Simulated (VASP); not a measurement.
Input of a VASP 6.6.1 run:

File INCAR:

```
ALGO = Normal
EDIFF = 1E-7
EDIFFG = -0.01
ENCUT = 600
GGA = PE
IBRION = 2
ISIF = 2
ISMEAR = 0
LASPH = True
LCHARG = False
LREAL = False
LWAVE = False
NELM = 80
NSW = 40
PREC = Accurate
SIGMA = 0.03
```

The input KPOINTS:

```
k-points
0
Gamma
  8 8 8
```

Contents of POSCAR:

```
KCl                                     
1.0
    0.0000000000      3.1504886802      3.1504886802
    3.1504886802      0.0000000000      3.1504886802
    3.1504886802      3.1504886802      0.0000000000
  K               Cl            
     1     1
Direct
     0.0000000000000000    0.0000000000000000    0.0000000000000000
     0.5000000000000000    0.5000000000000000    0.5000000000000000
```

Potentials or basis: VASP PAW PBE potentials, release 64 (K_sv, Cl).

Launch:

```bash
$ cat potpaw_PBE.64/K_sv/POTCAR potpaw_PBE.64/Cl/POTCAR > POTCAR
$ mpirun -np 1 vasp_std > vasp.out
```

Question: Predict the band gap on the k mesh.

Answer: 5.17 eV, direct.

Final structure:
```
K Cl
1.0
     0.00000    3.15049    3.15049
     3.15049    0.00000    3.15049
     3.15049    3.15049    0.00000
K Cl
1 1
Direct
  0.00000 0.00000 0.00000
  0.50000 0.50000 0.50000
```

Caveat: the relaxation stopped at its first step, so nothing moved. A k mesh can miss the band edges.
